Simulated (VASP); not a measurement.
## Ga2O3: Born charges and dielectric tensor with LDA

The system is Ga2O3.

```
Ga O
1.0
     2.48217    1.43308    4.44571
    -2.48217    1.43308    4.44571
     0.00000   -2.86616    4.44571
Ga O
4 6
Direct
  0.35571 0.35571 0.35571
  0.14429 0.14429 0.14429
  0.64429 0.64429 0.64429
  0.85571 0.85571 0.85571
  0.55251 0.94749 0.25000
  0.25000 0.55251 0.94749
  0.94749 0.25000 0.55251
  0.44749 0.05251 0.75000
  0.75000 0.44749 0.05251
  0.05251 0.75000 0.44749
```

```json
{
  "Program": "VASP 6.6.1",
  "Task": "Born charges and dielectric tensor",
  "Functional": "LDA",
  "Potentials or basis": "VASP PAW LDA potentials, release 64 (Ga_d, O)",
  "Cutoff": "520 eV",
  "k mesh": "9 × 9 × 9",
  "Occupations": "gaussian, width 0.02 eV",
  "Spin": "no spin polarisation",
  "Further INCAR settings": "ALGO = Normal; EDIFF = 1e-08; IBRION = 8; NSW = 1"
}
```

```yaml
Band_gap_on_the_k_mesh: 2.98 eV, indirect (least direct gap 3.24 eV)
Electronic_dielectric_tensor_diagonal: 4.30, 4.30, 4.17
Born_charges_mean_of_the_diagonal: Ga +3.25; O -2.16 e
Highest_phonon_frequency_at_Γ_LO-TO_splitting_left_out: 693 cm⁻¹
```

Levels at points of the mesh, in eV from the valence-band top:
| k point | band 42 | band 43 | band 44 | band 45 | band 46 | band 47 |
| --- | --- | --- | --- | --- | --- | --- |
| (0.00, 0.00, 0.00) | -0.31 | -0.26 | -0.26 | 2.98 | 6.68 | 6.75 |

Phonon frequencies in cm⁻¹ (negative: imaginary):
```tsv
q point	frequencies
(0.000, 0.000, 0.000)	0 0 0 162 217 224 224 238 238 280 289 289 322 322 335 335 337 432 432 466 474 474 540 561 561 564 616 680 680 693
```

Electronic dielectric tensor:
```
4.30 0.00 0.00
0.00 4.30 0.00
0.00 0.00 4.17
```

Born effective charge tensors (e):
atom 1, Ga
```
 3.26 -0.04  0.00
 0.04  3.26  0.00
 0.00  0.00  3.21
```
atom 2, Ga
```
 3.26  0.04  0.00
-0.04  3.26  0.00
 0.00  0.00  3.21
```
atom 3, Ga
```
 3.26 -0.04  0.00
 0.04  3.26  0.00
 0.00  0.00  3.21
```
atom 4, Ga
```
 3.26  0.04  0.00
-0.04  3.26  0.00
 0.00  0.00  3.21
```
atom 5, O
```
-2.29  0.00  0.00
 0.00 -2.07  0.35
 0.00  0.51 -2.14
```
atom 6, O
```
-2.12  0.09 -0.30
 0.09 -2.23 -0.17
-0.44 -0.26 -2.14
```
atom 7, O
```
-2.12 -0.09  0.30
-0.09 -2.23 -0.17
 0.44 -0.26 -2.14
```
atom 8, O
```
-2.29  0.00  0.00
 0.00 -2.07  0.35
 0.00  0.51 -2.14
```
atom 9, O
```
-2.12  0.09 -0.30
 0.09 -2.23 -0.17
-0.44 -0.26 -2.14
```
atom 10, O
```
-2.12 -0.09  0.30
-0.09 -2.23 -0.17
 0.44 -0.26 -2.14
```

Wall time 51 min on 8 MPI ranks on Intel(R) Xeon(R) Platinum 8488C (Sapphire Rapids) (shared host), peak memory 3 GiB a rank.

Caveat: an odd mesh through Γ misses points on the zone boundary, where band edges often lie.
